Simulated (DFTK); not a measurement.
Sb:

```
Sb
1.0
     2.15420    1.24373    3.75800
    -2.15420    1.24373    3.75800
     0.00000   -2.48746    3.75800
Sb
2
Direct
  0.76651 0.76651 0.76651
  0.23349 0.23349 0.23349
```

Base run:

| Quantity | Value |
| --- | --- |
| Program | DFTK 0.8.2 |
| Functional | PBEsol |
| Potentials or basis | SG15 1.2 (PBE) |
| Cutoff | 1225 eV |
| k mesh | 6 × 6 × 6 |
| Occupations | fermi-dirac, width 0.05 eV |
| Spin | no spin polarisation |

Its results: band gap on the k mesh none (metal or under the smearing width); pressure -0.3 GPa; largest force 0.004 eV/Å.

**Question.** The run is repeated on the same cell with these changes: functional from PBEsol to PBE. What comes out?

**Answer.** Band gap on the k mesh none (metal or under the smearing width); pressure 2.8 GPa; largest force 0.097 eV/Å.

PBE binds less tightly than PBEsol, so the same cell stands under more pressure.

Caveats: the potentials were made for another functional, which shifts forces and pressure (some runs).

Not every run made on this cell is shown here.
